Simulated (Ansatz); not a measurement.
Runs of Ansatz 0.2.0 on NiO. It takes space group Fm-3m (No. 225, cubic). The conventional cell has a = 4.183 Å, b = 4.183 Å, c = 4.183 Å, α = 90.00°, β = 90.00°, γ = 90.00°. Ni (site symmetry m-3m) has 6 O at 2.09 Å as nearest neighbours. O (site symmetry m-3m) has 6 Ni at 2.09 Å as nearest neighbours. 

```csv
task,level,spin,k mesh,cutoff (eV),mesh quality,gap on the mesh (eV),pressure (GPa),moment (μB)
projected density of states,revPBE,"collinear, ferromagnetic start",6 × 6 × 6,420,coarse,none,8.9,1.77
projected density of states,r2SCAN0,"collinear, ferromagnetic start",6 × 6 × 6,500,coarse,(b),-1.6,2.00
single point,PBE,"collinear, ferromagnetic start",11 × 11 × 11,420,not flagged,none,4.3,1.75
projected density of states,RPBE,"collinear, ferromagnetic start",6 × 6 × 6,420,coarse,none,10.8,1.78
projected density of states,PBEsol,"collinear, ferromagnetic start",6 × 6 × 6,420,coarse,none,-6.4,1.70
projected density of states,PBE,"collinear, ferromagnetic start",6 × 6 × 6,420,coarse,none,(a),1.74
single point,PBE,"collinear, random start",11 × 11 × 11,420,not flagged,none,4.3,1.75
projected density of states,r2SCAN,"collinear, ferromagnetic start",6 × 6 × 6,500,coarse,0.81,0.9,2.00
projected density of states,BLYP,"collinear, ferromagnetic start",6 × 6 × 6,420,coarse,none,12.3,1.73
projected density of states,LDA,"collinear, ferromagnetic start",6 × 6 × 6,420,coarse,none,-21.7,0.00
single point,PBE,off,11 × 11 × 11,420,not flagged,none,-3.1,-
```

Alike in all rows: potentials or basis Ansatz PAW; cell as given; smearing fermi-dirac 0.05 eV.

Task: Fill in the values left out.

Result: (a) 4.0; (b) 4.84.

Caveats: some runs use coarse meshes; a cell with one magnetic atom can't hold antiferromagnetic order, which such compounds often take (some runs); semilocal functionals often make such compounds metallic where correlation or magnetic order opens a gap, which also shifts bond lengths (some runs); the density of states is complete only up to the lowest level of the last band computed (some runs); the PAW data sets come from PBE, with cores solved anew for the run's functional, which leaves a small shift of forces and pressure (some runs); the magnetic or orbital state may not be the lowest (some runs); the thresholds are loose for stress (some runs); the starting moments weren't kept (some runs).

A k mesh can miss the band edges.

A gap of «none» marks a metal or a gap under the smearing width.
